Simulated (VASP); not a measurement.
A run of VASP 6.6.1:

POSCAR

```
GaSb
1.0
    3.5818184809      0.0000000000      0.0000000000
    0.0000000000      3.5818184809      0.0000000000
    0.0000000000      0.0000000000      3.5818184809
Ga Sb
1 1
Direct
    0.0000000000      0.0000000000      0.0000000000
    0.5000000000      0.5000000000      0.5000000000
```

The input INCAR.step1:

```
  PREC = Accurate
  ENCUT = 520
  ISMEAR = -1
  SIGMA = 0.02
  LREAL = False
  LASPH = True
  NELM = 100
  NBANDS = 16
  GGA = PE
  ALGO = Normal
  EDIFF = 1E-4
  LWAVE = True
  LCHARG = False
```

INCAR.step2

```
  PREC = Accurate
  ENCUT = 520
  EDIFF = 1E-6
  ISMEAR = -1
  SIGMA = 0.02
  LREAL = False
  LASPH = True
  NELM = 100
  ALGO = Normal
  ISIF = 2
  LWAVE = False
  LCHARG = True
  METAGGA = R2SCAN
  LMIXTAU = True
  LELF = True
  LVHAR = True
  NBANDS = 16
  ISTART = 1
```

KPOINTS

```
regular mesh
0
Gamma
  6 6 6
```

Potentials or basis: VASP PAW PBE potentials, release 64 (Ga_d, Sb).

The run is started by

```bash
$ cat potpaw_PBE.64/Ga_d/POTCAR potpaw_PBE.64/Sb/POTCAR > POTCAR
$ cp INCAR.step1 INCAR
$ mpirun -np 1 vasp_std > vasp.out
$ cp INCAR.step2 INCAR
$ mpirun -np 1 vasp_std > vasp.out
```

Hardware: 1 thread of AMD EPYC 7R43 64-Core Processor (Zen 3), on a shared host.

Question: How long does it take, and how much memory?

Answer: It took 67 s on 1 thread of AMD EPYC 7R43 64-Core Processor (Zen 3), with other jobs on the host, peak memory 0.13 GiB. Counts: scf iterations 8, k points 20.
